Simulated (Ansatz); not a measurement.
# How far is PAW off for IrO2?

```
Ir O
1.0
     4.46880    0.00000    0.00000
     0.00000    4.46880    0.00000
     0.00000    0.00000    3.12489
Ir O
2 4
Direct
  0.00000 0.00000 0.00000
  0.50000 0.50000 0.50000
  0.31100 0.31100 0.00000
  0.18900 0.81100 0.50000
  0.68900 0.68900 0.00000
  0.81100 0.18900 0.50000
```

Atoms are numbered in the order listed.

The geometry is COD entry 1538153, unchecked; take it as a test cell. It is an old determination, and later ones may differ. The listed cell was then made from it by scaling, straining or moving an atom.

Spin–orbit coupling is left out, though it moves levels of the heavy atoms by tenths of an eV or more.

Levels of theory: DFT, PBE, PAW with Ansatz's default frozen-core files, scalar-relativistic (Ansatz 0.2.0); DFT, PBE, all-electron PAW with datasets made for the crystal, scalar-relativistic (Ansatz 0.2.0); DFT, PBE, all-electron LAPW, scalar-relativistic (Ansatz 0.2.0).

For PAW: a Γ-centred 8×8×11 k mesh, Fermi–Dirac smearing of 0.05 eV, cutoff 420 eV, no spin polarisation. The crystal-made all-electron datasets (AE datasets) take a cutoff of 500 eV at this cell. LAPW targets a basis error of 0.5 meV/atom. The Ansatz runs share mesh, smearing and spin set-up. Plane-wave (PAW) pressures include the program's estimate of the Pulay term.

Stress and pressure are positive in compression.

The change that made this cell: volume scaled by 0.98.

| quantity | PAW | AE datasets | LAPW |
| --- | --- | --- | --- |
| pressure (GPa) | 14.39 | 14.52 | 14.52 |
| stress xx (GPa) | 10.77 | 10.88 | 10.88 |
| stress zz (GPa) | 21.62 | 21.80 | 21.80 |
| force on O3, y (eV/Å) | -0.502 | -0.506 | -0.506 |

PAW's pressure differs from the LAPW value by -0.13 GPa. Datasets made for the crystal and LAPW share parts of one code, so their agreement isn't an independent check.
